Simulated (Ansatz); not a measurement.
## Sr under changes of volume

One of the cells (56.319 Å³/atom); the others are scaled copies at fixed shape and fractional positions:

```
Sr
1.0
     0.00000    3.04235    3.04235
     3.04235    0.00000    3.04235
     3.04235    3.04235    0.00000
Sr
1
Cartesian
  0.0000 0.0000 0.0000
```

* Program: Ansatz 0.2.0
* Functional: LDA
* Potentials or basis: all-electron LAPW, scalar-relativistic
* Cutoff: 70 eV (chosen from the basis error)
* Basis error allowed: 0.001 eV/atom
* k mesh: 8 × 8 × 8
* Occupations: fermi-dirac, width 0.02 eV
* Spin: no spin polarisation

| volume (Å³/atom) | energy over the lowest point (meV/atom) | pressure (GPa) |
| --- | --- | --- |
| 52.940 | 0.00 | -1.1 |
| 54.067 | ? | ? |
| 55.193 | 17.99 | -1.5 |
| 56.319 | 28.91 | -1.6 |
| 57.446 | 41.01 | -1.8 |
| 58.572 | 54.17 | -1.9 |
| 59.698 | 68.27 | -2.1 |

Problem. What does the run at 54.067 Å³/atom give?

Solution. Energy over the lowest point 8.33 meV/atom; pressure -1.3 GPa.

Worked out: A Birch-Murnaghan fit of order 3 (a polynomial in V^(-2/3)) to the other rows has no minimum within the range. It gives 8.31 meV/atom at 54.067 Å³/atom, against the run's 8.33, and -dE/dV = -1.3 GPa, against -1.3.

Energies are extrapolated to zero smearing.

The runs don't all hold the same shells in valence.
